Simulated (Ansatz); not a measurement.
## LAPW volumes and bulk moduli in simple lattices

All-electron LAPW (Ansatz 0.2.0), scalar-relativistic, no spin, Fermi–Dirac smearing 0.136 eV, k-meshes of 8 to 18 points an axis; Birch–Murnaghan fits to pressures. Some or most of these lattices are hypothetical for the element, and V0 is the minimum nearest the starting volume; lattices without a usable fit are left out; mesh and smearing are coarse, and magnetic elements are treated as non-magnetic.

| element | lattice | functional | V0 (Å³/atom) | B0 (GPa) | B′ | k-points per axis |
| --- | --- | --- | --- | --- | --- | --- |
| Pb | bcc | LDA | 29.01 | 50 | 4.8 | 12 |
| Pb | bcc | PBE | 32.06 | 38 | 4.6 | 12 |
| Pb | bcc | PBEsol | 30.01 | 46 | 4.7 | 12 |
| Pb | diamond | LDA | 39.84 | 33 | 4.9 | 8 |
| Pb | diamond | PBE | 44.09 | 25 | 4.8 | 8 |
| Pb | diamond | PBEsol | 41.32 | 30 | 4.8 | 8 |
| Pb | fcc | LDA | 29.19 | 51 | 4.7 | 12 |
| Pb | fcc | PBEsol | 30.17 | 47 | 4.7 | 12 |
| Pb | sc | PBE | 34.44 | 35 | 4.9 | 10 |
| Pb | sc | PBEsol | 32.24 | 42 | 4.9 | 10 |

Problem. Give V0 and B0 for sc Pb in LDA.

Solution. 31.14 Å³/atom and 46.9 GPa.

Problem. Give V0 and B0 for fcc Pb in PBE.

Solution. 31.98 Å³/atom and 38.9 GPa.
